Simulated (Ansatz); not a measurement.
The system is Pt.

```xyz
1
Lattice="0.0000 1.9609 1.9609 1.9609 0.0000 1.9609 1.9609 1.9609 0.0000" Properties=species:S:1:pos:R:3 pbc="T T T"
Pt    0.0000    0.0000    0.0000
```

Base run:

* Program: Ansatz 0.2.0
* Functional: PBEsol
* Potentials or basis: all-electron LAPW, scalar-relativistic
* Cutoff: 270 eV (chosen from the basis error)
* Basis error allowed: 0.001 eV/atom
* k mesh: 12 × 12 × 12
* Occupations: gaussian, width 0.1 eV
* Spin: no spin polarisation

Its results: band gap on the k mesh none (metal or under the smearing width); pressure -0.7 GPa.

Task: The run is repeated on the same cell with these changes: functional from PBEsol to PBE; occupations from gaussian, width 0.1 eV to gaussian, width 0.016 eV. What comes out?

Result: Band gap on the k mesh none (metal or under the smearing width); pressure 10.2 GPa.
